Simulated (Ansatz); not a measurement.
# PtSe2: the cost of one run

Computed with Ansatz 0.2.0 (DFT PBE+D3(BJ), scalar-relativistic, plane waves, PAW, unless a step's input says otherwise).

The COD entry's cell or inner coordinates are ideal or old and differ from later refinements, so a difference from it is no clean test against experiment.

5 further runs of the same task are left out: 2 that didn't finish, 3 set aside as unsound or not needed.

## Step 1: The system as given

The structure is trigonal, space group P-3m1 (No. 164). Conventional cell: a = 3.772 Å, b = 3.772 Å, c = 4.822 Å, α = 90.00°, β = 90.00°, γ = 120.00°. Pt (site symmetry -3m) has 6 Se at 2.53 Å as nearest neighbours. Se (site symmetry 3m) is surrounded by 3 Pt at 2.53 Å.

Structure file:

```xyz
6
Lattice="3.7717 0.0000 0.0000 -1.8859 3.2664 0.0000 0.0000 0.0000 9.6437" Properties=species:S:1:pos:R:3 pbc="T T T"
Pt    0.0000    0.0000    0.0000
Pt    0.0000    0.0000    4.8218
Se    0.0000    2.1776    1.2804
Se    0.0000    2.1776    6.1022
Se    1.8859    1.0888    3.5414
Se    1.8859    1.0888    8.3632
```

It is built from the cell relaxed beforehand with the same method (19.80 Å³/atom).

## Step 2: Zero of energy

The cell is repeated 2 times, 6 atoms in all. Reference values: F = -46927.4745 eV; pressure -0.01 GPa; largest force 0.001 eV/Å; gap on the mesh none (metal). It was computed beforehand with the settings of the runs below.

## Step 3: Setting up a frozen normal mode

Mode 7 of the phonon run on this cell, counted from the lowest, is frozen in: each atom moves by x times its row below, so x is the largest displacement.

```
atom     ux      uy     uz
 Pt1  0.000   0.000  0.000
 Pt2  0.000   0.000  0.000
 Se3  0.000  -1.000  0.000
 Se4  0.000  -1.000  0.000
 Se5  0.000   1.000  0.000
 Se6  0.000   1.000  0.000
```

## Step 4: Point x = -0.300 Å

input.yaml reads:

```yaml
crystal:
  lattice:
    - [3.7717024303, 0.0, 0.0]
    - [-1.8858512152, 3.2663901202, 0.0]
    - [0.0, 0.0, 9.6436527086]
  atoms:
    - { symbol: Pt, position: [0.0, 0.0, 0.0] }
    - { symbol: Pt, position: [0.0, 0.0, 0.5] }
    - { symbol: Se, position: [0.3792555883, 0.7585111766, 0.132771875] }
    - { symbol: Se, position: [0.3792555883, 0.7585111766, 0.632771875] }
    - { symbol: Se, position: [0.6207444117, 0.2414888234, 0.367228125] }
    - { symbol: Se, position: [0.6207444117, 0.2414888234, 0.867228125] }
basis:
  ecutwfc: 420
kpoints:
  mp_grid: { grid: [12, 12, 6] }
hamiltonian:
  xc: pbe
  dispersion: d3bj
scf:
  occupations: { method: gaussian, width: 0.15 }
output:
  forces: true
  stress: true
  eigenvalues: true
  write_density: true
  write_potential: true
  elf: true
  volumetric_format: npy
```

On the command line:

```sh
ansatz run input.yaml --threads 2 --pin off --max-ram 5120MiB --backend cpu --events-out ev --progress --plain --runs-dir out
```

Q: Estimate wall time and peak memory on 2 threads of Intel Xeon Platinum 8259CL at 2.50GHz (Skylake/Cascade Lake), shared host.

About 83 s, with a peak of 1.3 GiB.
